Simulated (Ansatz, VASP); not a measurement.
Given: the input of a run of VASP 6.6.1 on SnSe2.

INCAR

```
  PREC = Accurate
  ENCUT = 520
  EDIFF = 1E-7
  ISMEAR = -1
  SIGMA = 0.05
  LREAL = F
  LASPH = T
  NELM = 80
  ALGO = Normal
  ISIF = 2
  LWAVE = F
  LCHARG = F
  METAGGA = R2SCAN
  LMIXTAU = T
  NBANDS = 20
```

KPOINTS

```
Automatic mesh
0
Gamma
  8 8 5
```

File POSCAR:

```
SnSe2
1.0
    3.8110000000      0.0000000000      0.0000000000
   -1.9055000000      3.3004228138      0.0000000000
    0.0000000000      0.0000000000      6.1360000000
Sn Se
1 2
Direct
    0.0000000000      0.0000000000      0.0000000000
    0.6666666667      0.3333333333      0.7510000000
    0.3333333333      0.6666666667      0.2490000000
```

KPOINTS_OPT

```
path GMKGALHA,LM,KH
10
line-mode
reciprocal
 0.0000000000  0.0000000000  0.0000000000  G
 0.5000000000  0.0000000000  0.0000000000  M

 0.5000000000  0.0000000000  0.0000000000  M
 0.3333333333  0.3333333333  0.0000000000  K

 0.3333333333  0.3333333333  0.0000000000  K
 0.0000000000  0.0000000000  0.0000000000  G

 0.0000000000  0.0000000000  0.0000000000  G
 0.0000000000  0.0000000000  0.5000000000  A

 0.0000000000  0.0000000000  0.5000000000  A
 0.5000000000  0.0000000000  0.5000000000  L

 0.5000000000  0.0000000000  0.5000000000  L
 0.3333333333  0.3333333333  0.5000000000  H

 0.3333333333  0.3333333333  0.5000000000  H
 0.0000000000  0.0000000000  0.5000000000  A

 0.5000000000  0.0000000000  0.5000000000  L
 0.5000000000  0.0000000000  0.0000000000  M

 0.3333333333  0.3333333333  0.0000000000  K
 0.3333333333  0.3333333333  0.5000000000  H
```

Potentials or basis: VASP PAW PBE potentials, release 64 (Sn_d, Se).

Launch:

```console
$ cat potpaw_PBE.64/Sn_d/POTCAR potpaw_PBE.64/Se/POTCAR > POTCAR
$ mpirun -np 1 vasp_std > vasp.out
```

**Question.** Translate it to Ansatz 0.2.0. Potentials there: Ansatz PAW.

**Answer.** As run (the cutoff follows the program's own potentials):

Contents of input.yaml:

```yaml
crystal:
  lattice:
    - [3.811, 0.0, 0.0]
    - [-1.9055, 3.3004228138, 0.0]
    - [0.0, 0.0, 6.136]
  atoms:
    - { symbol: Sn, position: [0.0, 0.0, 0.0] }
    - { symbol: Se, position: [0.6666666667, 0.3333333333, 0.751] }
    - { symbol: Se, position: [0.3333333333, 0.6666666667, 0.249] }
hamiltonian:
  xc: r2scan
  pseudopotentials: { kind: paw }
kpoints:
  mp_grid: { grid: [8, 8, 5] }
  band_path:
    path:
      - [[0.0, 0.0, 0.0], [0.5, 0.0, 0.0], [0.3333333333, 0.3333333333, 0.0], [0.0, 0.0, 0.0], [0.0, 0.0, 0.5], [0.5, 0.0, 0.5], [0.3333333333, 0.3333333333, 0.5], [0.0, 0.0, 0.5]]
      - [[0.5, 0.0, 0.5], [0.5, 0.0, 0.0]]
      - [[0.3333333333, 0.3333333333, 0.0], [0.3333333333, 0.3333333333, 0.5]]
    npoints: 14
scf:
  occupations: { method: fermi_dirac, width: 0.05 }
  n_extra_bands: 7
output:
  forces: true
  stress: true
  eigenvalues: true
  fatbands: false
```

Potentials or basis: Ansatz PAW.

Launch:

```bash
$ ansatz run input.yaml --threads 2 --pin off --max-ram 5632MiB --backend cpu --events-out ev --progress --plain --runs-dir out
```

Both were run:

|  | VASP | Ansatz | Ansatz less VASP |
| --- | --- | --- | --- |
| gap on the k mesh at the Fermi level (eV) | 1.10 | 1.10 | 0.000 |
| least direct gap on the mesh (eV) | 1.53 | 1.54 | +0.008 |
| gap along the band path (eV) | 1.03 | 1.03 | 0.000 |
| pressure (GPa) | 3.6 | 3.6 | -0.07 |
| largest component of the traceless stress (GPa) | 0.99 | 1.00 | +0.012 |
| rms of the force components (eV/Å) | 0.251 | 0.244 | -0.0074 |

Atom by atom the forces differ by 0.007 eV/Å (rms over components). The functional is the same, so the differences come from potentials, cutoffs and numerics. The two sets of potentials don't hold the same shells in valence.

Caveats: spin-orbit coupling is left out, which moves the levels of the heavy elements; the PAW data sets were made with another functional, which shifts forces and pressure a little (VASP); the k mesh misses the band edges, so the gap on the mesh is wider than the one along the path (Ansatz); the PAW data sets come from PBE, with cores solved anew for the run's functional, which leaves a small shift of forces and pressure (Ansatz).
